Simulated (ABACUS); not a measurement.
Set up this calculation in ABACUS 3.10.1, as the native input.

* Task: band structure
* Functional: r2SCAN
* Potentials or basis: SG15 ONCV 1.2 PBE
* Cutoff: 1279 eV
* Density cutoff: 5116 eV
* Basis: plane waves
* Occupations: fermi-dirac, width 0.05 eV
* Spin: no spin polarisation
* Radial cutoff of the potentials (pseudo_rcut): 10 bohr
* Threshold of the eigensolver: 1e-07 Ry
* Density: read from an earlier self-consistent run
* Path: G-X-W-K-G-L-U-W-L-K, U-X
* Points for each segment of the path: 10
* SCF threshold on the density: 1e-08
* Max SCF steps: 100
* Eigensolver: dav
* Mixing: broyden
* Mixing share: 0.7
* Symmetry key: -1
* Bands: 24

GaSb:

```xyz
2
Lattice="0.0000 3.0590 3.0590 3.0590 0.0000 3.0590 3.0590 3.0590 0.0000" Properties=species:S:1:pos:R:3 pbc="T T T"
Sb    4.5885    4.5885    4.5885
Ga    0.0000    0.0000    0.0000
```

The input as run:

INPUT

```
INPUT_PARAMETERS
suffix              GaSb
calculation         nscf
basis_type          pw
pseudo_dir          ./
symmetry            -1
dft_functional      MGGA_X_R2SCAN+MGGA_C_R2SCAN
ecutwfc             94.0
pseudo_rcut         10
nspin               1
nbands              24
ks_solver           dav
smearing_method     fd
smearing_sigma      0.00367493
scf_thr             1e-08
scf_nmax            100
mixing_type         broyden
mixing_beta         0.7
mixing_tau          1
init_chg            file
pw_diag_thr         1e-07
out_band            1
kpar                4
```

STRU

```
ATOMIC_SPECIES
Sb 121.7600 Sb_ONCV_PBE-1.2.upf
Ga 69.7230 Ga_ONCV_PBE-1.2.upf

LATTICE_CONSTANT
1.8897261246

LATTICE_VECTORS
0.0000000000 3.0590000000 3.0590000000
3.0590000000 0.0000000000 3.0590000000
3.0590000000 3.0590000000 0.0000000000

ATOMIC_POSITIONS
Cartesian

Sb
0.0
1
4.5885000000 4.5885000000 4.5885000000 1 1 1

Ga
0.0
1
0.0000000000 0.0000000000 0.0000000000 1 1 1
```

KPT

```
K_POINTS
12
Line
0.00000000 0.00000000 0.00000000 10 // G
0.50000000 0.00000000 0.50000000 10 // X
0.50000000 0.25000000 0.75000000 10 // W
0.37500000 0.37500000 0.75000000 10 // K
0.00000000 0.00000000 0.00000000 10 // G
0.50000000 0.50000000 0.50000000 10 // L
0.62500000 0.25000000 0.62500000 10 // U
0.50000000 0.25000000 0.75000000 10 // W
0.50000000 0.50000000 0.50000000 10 // L
0.37500000 0.37500000 0.75000000 1 // K
0.62500000 0.25000000 0.62500000 10 // U
0.50000000 0.00000000 0.50000000 1 // X
```

Potentials or basis: SG15 ONCV 1.2 PBE, plane waves.

Launch:

```bash
$ OMP_NUM_THREADS=1 mpirun -np 4 abacus > log
```

Run time: 100 s on 4 MPI ranks on Intel(R) Xeon(R) Platinum 8488C (Sapphire Rapids) (shared host), peak memory 0.72 GiB a rank.
